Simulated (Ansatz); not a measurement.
This log comes from Ansatz, run on a 2-atom cell of GaAs started from a crystallographic database. The input holds the cell as the database lists it.

Structure:
```xyz
2
Lattice="0.0000 2.8268 2.8268 2.8268 0.0000 2.8268 2.8268 2.8268 0.0000" Properties=species:S:1:pos:R:3 pbc="T T T"
Ga    0.0000    0.0000    0.0000
As    1.4134    1.4134    1.4134
```

Output, abridged:
```
Functional definition: PBE
Crystal: 2 atoms, lattice volume = 45.179 Å³
Basis set: ecut = 420 eV, 893 PW (Γ)
Bands: 18, of which v1, the nominal top of the filled ones, is band 14 counted from 1 (13 counted from 0)
Symmetry: 24 space group operations
Space group: F-43m (ITA 216)
k-points: 29 of 512 (time reversal used)
preconditioner: auto → none  [insulator: Δε(μ)=0.507 eV  σ=0.020 eV  ℏωp=23.4 eV]
relax step 1: F+E_penalty+E_count = -8639.83405121 eV  P = +3.270 GPa  Ω = 45.179 Å³
relax step 2: F+E_penalty+E_count = -8639.85439877 eV  P = +0.605 GPa  Ω = 46.935 Å³
relax step 3: F+E_penalty+E_count = -8639.85516181 eV  P = +0.051 GPa  Ω = 47.353 Å³
relax step 4: F+E_penalty+E_count = -8639.85516031 eV  P = +0.002 GPa  Ω = 47.391 Å³
relax step 5: F+E_penalty+E_count = -8639.85561296 eV  P = +0.002 GPa  Ω = 47.391 Å³  (SCF on a basis re-selected at this cell)
Free energy (F): -8639.855613 eV
Internal energy: -8639.855590 eV  (E = F + TS)
E sigma→0 (E₀):  -8639.855602 eV
Entropy (-TS):   -0.000023 eV (-0.011 meV/atom)
Fermi energy:    7.642653 eV
--- Per-component energies (eV) ---
  E_band       = -327.243850
  E_kinetic    = 218.205984
  E_local      = -3984.780709
  E_nonlocal   = -245.740510
  E_hartree    = 2000.816955
  E_xc         = -147.827405
  E_vxc        = -136.624447
  E_paw        = -3824.463233
  E_vpaw       = -179.938065
  E_ewald      = -2656.066563
  E_smearing   = -0.000023
--- Stress (GPa, compression-positive) ---
        0.002276       0.000000       0.000000
        0.000000       0.002276       0.000000
        0.000000       0.000000       0.002276
  P = ⅓ Tr σ = 0.0023 GPa (0.023 kbar)
--- Relaxed structure (4 steps of the walk, 4 accepted, 1 SCFs on fresh bases) ---
  F+E_penalty+E_count = -8639.85561296 eV
  cell:  # Å, volume = 47.3913 Å³
    - [0.000000, 2.872254, 2.872254]
    - [2.872254, 0.000000, 2.872254]
    - [2.872254, 2.872254, 0.000000]
  atoms:
    - { symbol: Ga, position: [0.000000, 0.000000, 0.000000] }
    - { symbol: As, position: [0.250000, 0.250000, 0.250000] }
```

Problem. What input produced it? Give the YAML.

Solution.
```yaml
crystal:
  # lattice and atoms as above
kpoints:
  mp_grid: { grid: [8, 8, 8] }
hamiltonian:
  xc: pbe
scf:
  occupations: { method: fermi_dirac, width: 0.02 }
relax:
  f_tol: 0.005
  cell: {}
```
The relax steps with a changing cell volume need the relax block with cell. Keys that only write grids to files are left aside. This is the file that was run; thresholds and some counts can't be read off the log exactly.

Command: `ansatz run input.yaml --threads 2 --pin off --max-ram 2211MiB --backend cpu --events-out ev --progress --plain --runs-dir out`.

The values are computed, spin-unpolarised, and not measurements.
